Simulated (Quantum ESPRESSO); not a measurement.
# TePb (Fm-3m) in Quantum ESPRESSO: notebook

One crystal, TePb, is run at these levels: PBE, PBEsol; tasks: band structure, single point, equation of state.

Program: Quantum ESPRESSO 7.5. These are calculated values, not measurements. Logs are shortened: lines on timing, memory, paths and dates and some standing lists are left out, and cuts for length are marked.

**Experimental background.**

A printed reference work, monograph reports, for a bulk crystal of TePb at 4.2 K: band gap 0.19 eV (direct).

The results are compared with them further down.

### Step 1. The structure

The structure is cubic, space group Fm-3m (No. 225). Conventional cell: a = 6.462 Å, b = 6.462 Å, c = 6.462 Å, α = 90.00°, β = 90.00°, γ = 90.00°. Around Pb (site symmetry m-3m) lie 6 Te at 3.23 Å. Te (site symmetry m-3m) is surrounded by 6 Pb at 3.23 Å.

### Step 2. Band structure, PBE, spin-orbit coupling, no magnetisation

Input file pw.in:

```
&CONTROL
  calculation = 'scf'
  prefix = 'pwscf'
  outdir = './tmp'
  pseudo_dir = './pseudo'
  tprnfor = .true.
  tstress = .true.
  disk_io = 'low'
/
&SYSTEM
  ibrav = 0
  nat = 2
  ntyp = 2
  ecutwfc = 80
  nbnd = 44
  occupations = 'smearing'
  smearing = 'fd'
  degauss = 0.00367493
  noncolin = .true.
  lspinorb = .true.
/
&ELECTRONS
  conv_thr = 4d-10
  electron_maxstep = 120
  mixing_beta = 0.5
/
ATOMIC_SPECIES
Pb   207.2000 Pb.upf
Te   127.6000 Te.upf
CELL_PARAMETERS angstrom
   0.0000000000    3.2310000000    3.2310000000
   3.2310000000    0.0000000000    3.2310000000
   3.2310000000    3.2310000000    0.0000000000
ATOMIC_POSITIONS crystal
Pb     0.0000000000    0.0000000000    0.0000000000
Te     0.5000000000    0.5000000000    0.5000000000
K_POINTS automatic
7 7 7 0 0 0
```

Input file bands.in:

```
&CONTROL
  calculation = 'bands'
  prefix = 'pwscf'
  outdir = './tmp'
  pseudo_dir = './pseudo'
  disk_io = 'low'
  verbosity = 'high'
/
&SYSTEM
  ibrav = 0
  nat = 2
  ntyp = 2
  ecutwfc = 80
  nbnd = 44
  occupations = 'smearing'
  smearing = 'fd'
  degauss = 0.00367493
  noncolin = .true.
  lspinorb = .true.
/
&ELECTRONS
  conv_thr = 1d-08
  electron_maxstep = 120
  mixing_beta = 0.5
  diago_full_acc = .true.
/
ATOMIC_SPECIES
Pb   207.2000 Pb.upf
Te   127.6000 Te.upf
CELL_PARAMETERS angstrom
   0.0000000000    3.2310000000    3.2310000000
   3.2310000000    0.0000000000    3.2310000000
   3.2310000000    3.2310000000    0.0000000000
ATOMIC_POSITIONS crystal
Pb     0.0000000000    0.0000000000    0.0000000000
Te     0.5000000000    0.5000000000    0.5000000000
K_POINTS crystal
60
 0.0000000000  0.0000000000  0.0000000000 1
 0.0625000000  0.0000000000  0.0625000000 1
 0.1250000000  0.0000000000  0.1250000000 1
 0.1875000000  0.0000000000  0.1875000000 1
 0.2500000000  0.0000000000  0.2500000000 1
 0.3125000000  0.0000000000  0.3125000000 1
 0.3750000000  0.0000000000  0.3750000000 1
 0.4375000000  0.0000000000  0.4375000000 1
 0.5000000000  0.0000000000  0.5000000000 1
 0.5000000000  0.0625000000  0.5625000000 1
 0.5000000000  0.1250000000  0.6250000000 1
 0.5000000000  0.1875000000  0.6875000000 1
 0.5000000000  0.2500000000  0.7500000000 1
 0.4375000000  0.3125000000  0.7500000000 1
 0.3750000000  0.3750000000  0.7500000000 1
 0.3375000000  0.3375000000  0.6750000000 1
 0.3000000000  0.3000000000  0.6000000000 1
 0.2625000000  0.2625000000  0.5250000000 1
 0.2250000000  0.2250000000  0.4500000000 1
 0.1875000000  0.1875000000  0.3750000000 1
 0.1500000000  0.1500000000  0.3000000000 1
 0.1125000000  0.1125000000  0.2250000000 1
 0.0750000000  0.0750000000  0.1500000000 1
 0.0375000000  0.0375000000  0.0750000000 1
 0.0000000000  0.0000000000  0.0000000000 1
 0.0625000000  0.0625000000  0.0625000000 1
 0.1250000000  0.1250000000  0.1250000000 1
 0.1875000000  0.1875000000  0.1875000000 1
 0.2500000000  0.2500000000  0.2500000000 1
 0.3125000000  0.3125000000  0.3125000000 1
 0.3750000000  0.3750000000  0.3750000000 1
 0.4375000000  0.4375000000  0.4375000000 1
 0.5000000000  0.5000000000  0.5000000000 1
 0.5250000000  0.4500000000  0.5250000000 1
 0.5500000000  0.4000000000  0.5500000000 1
 0.5750000000  0.3500000000  0.5750000000 1
 0.6000000000  0.3000000000  0.6000000000 1
 0.6250000000  0.2500000000  0.6250000000 1
 0.5833333333  0.2500000000  0.6666666667 1
 0.5416666667  0.2500000000  0.7083333333 1
 0.5000000000  0.2500000000  0.7500000000 1
 0.5000000000  0.2857142857  0.7142857143 1
 0.5000000000  0.3214285714  0.6785714286 1
 0.5000000000  0.3571428571  0.6428571429 1
 0.5000000000  0.3928571429  0.6071428571 1
 0.5000000000  0.4285714286  0.5714285714 1
 0.5000000000  0.4642857143  0.5357142857 1
 0.5000000000  0.5000000000  0.5000000000 1
 0.4821428571  0.4821428571  0.5357142857 1
 0.4642857143  0.4642857143  0.5714285714 1
 0.4464285714  0.4464285714  0.6071428571 1
 0.4285714286  0.4285714286  0.6428571429 1
 0.4107142857  0.4107142857  0.6785714286 1
 0.3928571429  0.3928571429  0.7142857143 1
 0.3750000000  0.3750000000  0.7500000000 1
 0.6250000000  0.2500000000  0.6250000000 1
 0.5937500000  0.1875000000  0.5937500000 1
 0.5625000000  0.1250000000  0.5625000000 1
 0.5312500000  0.0625000000  0.5312500000 1
 0.5000000000  0.0000000000  0.5000000000 1
```

Potentials or basis: PseudoDojo 0.4 FR PBE standard.

On the command line:

```sh
OMP_NUM_THREADS=1 pw.x -in pw.in > pw.out
OMP_NUM_THREADS=1 pw.x -in bands.in > bands.out
```

pw.out:

```text
This program is part of the open-source Quantum ESPRESSO suite
     for quantum simulation of materials; please cite
[... 9 lines left out ...]
     --------------------
     sticks:   dense  smooth     PW     G-vecs:    dense   smooth      PW
     Sum        1651    1651    475                44039    44039    6735

     Using Slab Decomposition

     bravais-lattice index     =            0
     lattice parameter (alat)  =       8.6348  a.u.
     unit-cell volume          =     455.2369 (a.u.)^3
     number of atoms/cell      =            2
     number of atomic types    =            2
     number of electrons       =        30.00
     number of Kohn-Sham states=           44
     kinetic-energy cutoff     =      80.0000  Ry
     charge density cutoff     =     320.0000  Ry
     scf convergence threshold =      4.0E-10
     mixing beta               =       0.5000
     number of iterations used =            8  plain     mixing
     Exchange-correlation= PBE
                           (   1   4   3   4   0   0   0)
     Non magnetic calculation with spin-orbit

     celldm(1)=   8.634771  celldm(2)=   0.000000  celldm(3)=   0.000000
     celldm(4)=   0.000000  celldm(5)=   0.000000  celldm(6)=   0.000000

     crystal axes: (cart. coord. in units of alat)
               a(1) = (   0.000000   0.707107   0.707107 )
               a(2) = (   0.707107   0.000000   0.707107 )
               a(3) = (   0.707107   0.707107   0.000000 )

     reciprocal axes: (cart. coord. in units 2 pi/alat)
               b(1) = ( -0.707107  0.707107  0.707107 )
               b(2) = (  0.707107 -0.707107  0.707107 )
               b(3) = (  0.707107  0.707107 -0.707107 )

     PseudoPot. # 1 for Pb read from file:
     Pb.upf
     Pseudo is Norm-conserving + core correction, Zval = 14.0
     Generated using ONCVPSP code by D. R. Hamann
     Using radial grid of 1782 points, 10 beta functions with:
                l(1) =   0
                l(2) =   0
                l(3) =   1
                l(4) =   1
                l(5) =   1
                l(6) =   1
                l(7) =   2
                l(8) =   2
                l(9) =   2
               l(10) =   2

     PseudoPot. # 2 for Te read from file:
     Te.upf
     Pseudo is Norm-conserving + core correction, Zval = 16.0
     Generated using ONCVPSP code by D. R. Hamann
     Using radial grid of 1324 points, 10 beta functions with:
                l(1) =   0
                l(2) =   0
                l(3) =   1
                l(4) =   1
                l(5) =   1
                l(6) =   1
                l(7) =   2
                l(8) =   2
                l(9) =   2
               l(10) =   2

     atomic species   valence    mass     pseudopotential
     Pb               14.00   207.20000     Pb( 1.00)
     Te               16.00   127.60000     Te( 1.00)

     48 Sym. Ops., with inversion, found

   Cartesian axes

     site n.     atom                  positions (alat units)
         1        Pb     tau(   1) = (   0.0000000   0.0000000   0.0000000  )
         2        Te     tau(   2) = (   0.7071068   0.7071068   0.7071068  )

     number of k points=    20  Fermi-Dirac smearing, width (Ry)=  0.0037
                       cart. coord. in units 2pi/alat
        k(    1) = (   0.0000000   0.0000000   0.0000000), wk =   0.0029155
        k(    2) = (   0.1010153   0.1010153  -0.1010153), wk =   0.0233236
        k(    3) = (   0.2020305   0.2020305  -0.2020305), wk =   0.0233236
        k(    4) = (   0.3030458   0.3030458  -0.3030458), wk =   0.0233236
        k(    5) = (   0.2020305  -0.0000000   0.0000000), wk =   0.0174927
        k(    6) = (   0.3030458   0.1010153  -0.1010153), wk =   0.0699708
[... 12 lines left out ...]
        k(   19) = (  -0.1010153  -0.5050763   0.7071068), wk =   0.0699708
        k(   20) = (   0.0000000  -0.4040610   0.6060915), wk =   0.0699708

     Dense  grid:    44039 G-vectors     FFT dimensions: (  50,  50,  50)

     Initial potential from superposition of free atoms

     starting charge      29.9972, renormalised to      30.0000
     Starting wfcs are   36 randomized atomic wfcs +    8 random wfcs

     Self-consistent Calculation

     iteration #  1     ecut=    80.00 Ry     beta= 0.50
     Davidson diagonalization with overlap
     ethr =  1.00E-02,  avg # of iterations =  5.3

     Threshold (ethr) on eigenvalues was too large:
     Diagonalizing with lowered threshold

     Davidson diagonalization with overlap
     ethr =  8.86E-05,  avg # of iterations =  5.2

     total energy              =    -350.13798554 Ry
     estimated scf accuracy    <       0.02591619 Ry

     iteration #  2     ecut=    80.00 Ry     beta= 0.50
     Davidson diagonalization with overlap
     ethr =  8.64E-05,  avg # of iterations =  2.4

     total energy              =    -350.14398857 Ry
     estimated scf accuracy    <       0.00220553 Ry

     iteration #  3     ecut=    80.00 Ry     beta= 0.50
     Davidson diagonalization with overlap
     c_bands:  1 eigenvalues not converged
     ethr =  7.35E-06,  avg # of iterations =  4.4

     total energy              =    -350.14444941 Ry
     estimated scf accuracy    <       0.00033209 Ry

     iteration #  4     ecut=    80.00 Ry     beta= 0.50
     Davidson diagonalization with overlap
     ethr =  1.11E-06,  avg # of iterations =  3.8

     total energy              =    -350.14447133 Ry
     estimated scf accuracy    <       0.00001026 Ry

     iteration #  5     ecut=    80.00 Ry     beta= 0.50
     Davidson diagonalization with overlap
     ethr =  3.42E-08,  avg # of iterations =  2.0

     total energy              =    -350.14447398 Ry
     estimated scf accuracy    <       0.00000111 Ry
[... 5 lines left out ...]
     total energy              =    -350.14447420 Ry
     estimated scf accuracy    <       0.00000002 Ry

     iteration #  7     ecut=    80.00 Ry     beta= 0.50
     Davidson diagonalization with overlap
     ethr =  5.03E-11,  avg # of iterations =  2.4

     total energy              =    -350.14447421 Ry
     estimated scf accuracy    <          2.9E-09 Ry

     iteration #  8     ecut=    80.00 Ry     beta= 0.50
     Davidson diagonalization with overlap
     ethr =  9.55E-12,  avg # of iterations =  2.0

     End of self-consistent calculation

          k = 0.0000 0.0000 0.0000 (  5577 PWs)   bands (ev):

   -28.0855 -28.0855 -28.0855 -28.0855 -26.6214 -26.6214 -26.6214 -26.6214
   -26.6189 -26.6189  -9.0224  -9.0224  -9.0224  -9.0224  -6.4581  -6.4581
    -6.4581  -6.4581  -6.4517  -6.4517  -2.9894  -2.9894   3.5040   3.5040
     6.8773   6.8773   8.0008   8.0008   8.0008   8.0008  11.6292  11.6292
    13.7753  13.7753  13.7753  13.7753  14.8309  14.8309  14.8309  14.8309
    14.9634  14.9634  16.5301  16.5301

          k = 0.1010 0.1010-0.1010 (  5504 PWs)   bands (ev):

   -28.0855 -28.0855 -28.0854 -28.0854 -26.6213 -26.6213 -26.6213 -26.6213
   -26.6188 -26.6188  -9.0230  -9.0230  -9.0215  -9.0215  -6.4613  -6.4613
    -6.4568  -6.4568  -6.4494  -6.4494  -2.8179  -2.8179   2.9393   2.9393
     7.0457   7.0457   8.0390   8.0390   8.2143   8.2143  11.0547  11.0547
    12.7159  12.7159  12.9249  12.9249  14.7262  14.7262  15.2381  15.2381
    15.3038  15.3038  17.7577  17.7578

          k = 0.2020 0.2020-0.2020 (  5510 PWs)   bands (ev):
[... 109 lines left out ...]
   -28.0853 -28.0853 -28.0852 -28.0852 -26.6212 -26.6212 -26.6211 -26.6211
   -26.6183 -26.6183  -9.0275  -9.0275  -9.0182  -9.0182  -6.4992  -6.4992
    -6.4568  -6.4568  -6.4279  -6.4279  -1.4466  -1.4466   1.8364   1.8364
     4.8105   4.8105   5.8638   5.8638   6.5835   6.5835  12.4200  12.4200
    13.4218  13.4218  15.0464  15.0464  15.1684  15.1684  19.0134  19.0134
    19.2098  19.2098  20.4827  20.4829

          k =-0.0000-0.6061 0.6061 (  5492 PWs)   bands (ev):

   -28.0853 -28.0853 -28.0852 -28.0852 -26.6212 -26.6212 -26.6211 -26.6211
   -26.6183 -26.6183  -9.0272  -9.0272  -9.0184  -9.0184  -6.4980  -6.4980
    -6.4570  -6.4570  -6.4288  -6.4288  -1.2858  -1.2858   1.5606   1.5606
     4.5908   4.5908   6.0363   6.0363   6.7339   6.7339  12.6612  12.6612
    13.1362  13.1362  14.4790  14.4790  15.4369  15.4369  18.9910  18.9910
    19.2868  19.2868  20.2076  20.2079

          k = 0.4041 0.2020 0.0000 (  5500 PWs)   bands (ev):

   -28.0854 -28.0854 -28.0852 -28.0852 -26.6212 -26.6212 -26.6210 -26.6210
   -26.6185 -26.6185  -9.0245  -9.0245  -9.0196  -9.0196  -6.4767  -6.4767
    -6.4572  -6.4572  -6.4388  -6.4388  -1.9494  -1.9494   1.5763   1.5763
     6.1679   6.1679   7.0610   7.0610   7.9240   7.9240  11.0721  11.0721
    12.0810  12.0810  13.3591  13.3591  14.4981  14.4981  17.4574  17.4574
    18.0658  18.0658  18.9290  18.9291

          k =-0.2020-0.4041 0.6061 (  5485 PWs)   bands (ev):

   -28.0853 -28.0853 -28.0852 -28.0852 -26.6212 -26.6212 -26.6209 -26.6209
   -26.6184 -26.6184  -9.0248  -9.0248  -9.0193  -9.0193  -6.4811  -6.4811
    -6.4575  -6.4575  -6.4367  -6.4367  -1.4577  -1.4577   0.9883   0.9883
     5.8792   5.8792   6.2561   6.2561   8.4598   8.4598  10.3939  10.3939
    12.7960  12.7960  13.5475  13.5475  15.2238  15.2238  16.9352  16.9352
    18.5705  18.5705  19.5823  19.5823

          k =-0.1010-0.5051 0.7071 (  5503 PWs)   bands (ev):

   -28.0853 -28.0853 -28.0852 -28.0852 -26.6212 -26.6212 -26.6210 -26.6210
   -26.6183 -26.6183  -9.0262  -9.0262  -9.0189  -9.0189  -6.4924  -6.4924
    -6.4570  -6.4570  -6.4319  -6.4319  -1.3459  -1.3459   1.3816   1.3816
     5.0444   5.0444   5.7423   5.7423   7.4862   7.4862  11.9097  11.9097
    13.1994  13.1994  14.4979  14.4979  14.9966  14.9966  17.7366  17.7366
    19.3863  19.3863  20.2127  20.2128

          k = 0.0000-0.4041 0.6061 (  5498 PWs)   bands (ev):

   -28.0853 -28.0853 -28.0852 -28.0852 -26.6212 -26.6212 -26.6210 -26.6210
   -26.6183 -26.6183  -9.0254  -9.0254  -9.0194  -9.0194  -6.4885  -6.4885
    -6.4573  -6.4573  -6.4344  -6.4344  -1.2274  -1.2274   1.1040   1.1040
     5.0538   5.0538   5.6697   5.6697   8.3284   8.3284  10.7891  10.7891
    13.7336  13.7336  14.4852  14.4852  15.1905  15.1905  16.4542  16.4542
    19.5242  19.5242  20.0290  20.0291

     the Fermi energy is     9.1134 ev

!    total energy              =    -350.14447421 Ry
     estimated scf accuracy    <          1.0E-10 Ry
     smearing contrib. (-TS)   =      -0.00009421 Ry
     internal energy E=F+TS    =    -350.14438000 Ry

     The total energy is F=E-TS. E is the sum of the following terms:
     one-electron contribution =    -133.29701003 Ry
     hartree contribution      =      81.81381169 Ry
     xc contribution           =     -88.97549063 Ry
     ewald contribution        =    -209.68569103 Ry

     convergence has been achieved in   8 iterations

     Forces acting on atoms (cartesian axes, Ry/au):

     atom    1 type  1   force =    -0.00000000    0.00000000   -0.00000000
     atom    2 type  2   force =     0.00000000   -0.00000000    0.00000000

     Total force =     0.000000     Total SCF correction =     0.000000

     Computing stress (Cartesian axis) and pressure

          total   stress  (Ry/bohr**3)                   (kbar)     P=       19.68
   0.00013380  -0.00000000  -0.00000000           19.68       -0.00       -0.00
  -0.00000000   0.00013380  -0.00000000           -0.00       19.68       -0.00
  -0.00000000  -0.00000000   0.00013380           -0.00       -0.00       19.68

=------------------------------------------------------------------------------=
   JOB DONE.
=------------------------------------------------------------------------------=
```

Wall time 8.9 min (1 thread of Arm Neoverse V1, shared host); peak memory 0.52 GiB.

Results:

| Property | Result |
| --- | --- |
| Free energy | -4763.9583 eV |
| Pressure | 2.0 GPa |
| Band gap along the path | 0.09 eV, direct |

Levels at the corners of the path, in eV from the Fermi level:
| point | band 26 | band 27 | band 28 | band 29 | band 30 | band 31 | band 32 | band 33 | band 34 | band 35 |
| --- | --- | --- | --- | --- | --- | --- | --- | --- | --- | --- |
| Γ | -2.24 | -1.11 | -1.11 | -1.11 | -1.11 | 2.52 | 2.52 | 4.66 | 4.66 | 4.66 |
| X | -4.65 | -3.31 | -3.31 | -2.59 | -2.59 | 3.24 | 3.24 | 4.43 | 4.43 | 6.07 |
| W | -3.99 | -3.91 | -3.91 | -0.47 | -0.47 | 1.42 | 1.42 | 5.09 | 5.09 | 5.18 |
| K | -4.27 | -2.68 | -2.68 | -1.98 | -1.98 | 2.96 | 2.96 | 3.99 | 3.99 | 5.08 |
| Γ | -2.24 | -1.11 | -1.11 | -1.11 | -1.11 | 2.52 | 2.52 | 4.66 | 4.66 | 4.66 |
| L | -1.37 | -0.76 | -0.76 | -0.09 | -0.09 | 0.00 | 0.00 | 1.21 | 1.21 | 1.70 |
| U | -4.27 | -2.68 | -2.68 | -1.98 | -1.98 | 2.96 | 2.96 | 3.99 | 3.99 | 5.08 |
| W | -3.99 | -3.91 | -3.91 | -0.47 | -0.47 | 1.42 | 1.42 | 5.09 | 5.09 | 5.18 |
| L | -1.37 | -0.76 | -0.76 | -0.09 | -0.09 | 0.00 | 0.00 | 1.21 | 1.21 | 1.70 |
| K | -4.27 | -2.68 | -2.68 | -1.98 | -1.98 | 2.96 | 2.96 | 3.99 | 3.99 | 5.08 |
| U | -4.27 | -2.68 | -2.68 | -1.98 | -1.98 | 2.96 | 2.96 | 3.99 | 3.99 | 5.08 |
| X | -4.65 | -3.31 | -3.31 | -2.59 | -2.59 | 3.24 | 3.24 | 4.43 | 4.43 | 6.07 |

Caveat: this odd mesh misses L, where the gap lies, so gap, dielectric constants and Born charges aren't listed.

### Step 3. Band structure, PBEsol

pw.in: that of step 2 with these lines changed.

```diff
@@ -14,3 +14,3 @@
   ecutwfc = 80
-  nbnd = 44
+  nbnd = 22
   occupations = 'smearing'
@@ -18,4 +18,2 @@
   degauss = 0.00367493
-  noncolin = .true.
-  lspinorb = .true.
 /
@@ -33,5 +31,5 @@
    3.2310000000    3.2310000000    0.0000000000
-ATOMIC_POSITIONS crystal
+ATOMIC_POSITIONS angstrom
 Pb     0.0000000000    0.0000000000    0.0000000000
-Te     0.5000000000    0.5000000000    0.5000000000
+Te     3.2310000000    3.2310000000    3.2310000000
 K_POINTS automatic
```

bands.in: that of step 2 with these lines changed.

```diff
@@ -13,3 +13,3 @@
   ecutwfc = 80
-  nbnd = 44
+  nbnd = 22
   occupations = 'smearing'
@@ -17,4 +17,2 @@
   degauss = 0.00367493
-  noncolin = .true.
-  lspinorb = .true.
 /
@@ -33,5 +31,5 @@
    3.2310000000    3.2310000000    0.0000000000
-ATOMIC_POSITIONS crystal
+ATOMIC_POSITIONS angstrom
 Pb     0.0000000000    0.0000000000    0.0000000000
-Te     0.5000000000    0.5000000000    0.5000000000
+Te     3.2310000000    3.2310000000    3.2310000000
 K_POINTS crystal
```

Potentials or basis: PseudoDojo 0.4.1 SR PBEsol standard.

On the command line:

```sh
OMP_NUM_THREADS=1 pw.x -in pw.in > pw.out
OMP_NUM_THREADS=1 pw.x -in bands.in > bands.out
```

Run time: 1.9 min. Hardware: 1 thread of Arm Neoverse V1, shared host; peak memory 0.16 GiB.

The run converged. Its results:

- Free energy: -4761.3384 eV
- Pressure: -0.4 GPa
- Band gap along the path: 0.67 eV, direct

Levels at the corners of the path, in eV from the Fermi level:
```tsv
point	band 13	band 14	band 15	band 16	band 17	band 18
Γ	-1.70	-1.70	-1.70	3.71	3.71	3.71
X	-4.89	-3.17	-3.17	2.85	5.10	5.10
W	-4.17	-4.17	-0.72	1.27	4.82	4.82
K	-4.51	-2.67	-2.47	3.17	3.40	4.72
Γ	-1.70	-1.70	-1.70	3.71	3.71	3.71
L	-1.25	-1.25	-0.38	0.29	0.88	0.88
U	-4.51	-2.67	-2.47	3.17	3.40	4.72
W	-4.17	-4.17	-0.72	1.27	4.82	4.82
L	-1.25	-1.25	-0.38	0.29	0.88	0.88
K	-4.51	-2.67	-2.47	3.17	3.40	4.72
U	-4.51	-2.67	-2.47	3.17	3.40	4.72
X	-4.89	-3.17	-3.17	2.85	5.10	5.10
```

Caveat: this odd mesh misses L, where the gap lies, so gap, dielectric constants and Born charges aren't listed; spin-orbit coupling is left out, which moves the levels of the heavy elements.

### Step 4. Single point, PBEsol, 31.71 Å³/atom

Input file pw.in:

```
&CONTROL
  calculation = 'scf'
  prefix = 'pwscf'
  outdir = './tmp'
  pseudo_dir = './pseudo'
  tprnfor = .true.
  tstress = .true.
  disk_io = 'nowf'
/
&SYSTEM
  ibrav = 0
  nat = 2
  ntyp = 2
  ecutwfc = 80
  nbnd = 22
  occupations = 'smearing'
  smearing = 'fd'
  degauss = 0.00367493
/
&ELECTRONS
  conv_thr = 4d-10
  electron_maxstep = 120
  mixing_beta = 0.5
/
ATOMIC_SPECIES
Pb   207.2000 Pb.upf
Te   127.6000 Te.upf
CELL_PARAMETERS angstrom
   0.0000000000    3.1650427173    3.1650427173
   3.1650427173    0.0000000000    3.1650427173
   3.1650427173    3.1650427173    0.0000000000
ATOMIC_POSITIONS crystal
Pb     0.0000000000    0.0000000000    0.0000000000
Te     0.5000000000    0.5000000000    0.5000000000
K_POINTS automatic
7 7 7 0 0 0
```

On the command line:

```sh
OMP_NUM_THREADS=1 pw.x -in pw.in > pw.out
```

It took 23 s on 1 thread of Intel Xeon Platinum 8375C at 2.90GHz (Ice Lake), shared host; peak memory 0.1 GiB.

It converged, with:

```
Free energy : -4761.3113 eV
Pressure    : 2.7 GPa
```

Caveat: this odd mesh misses L, where the gap lies, so gap, dielectric constants and Born charges aren't listed.

(Continued in part 2 of 2.)
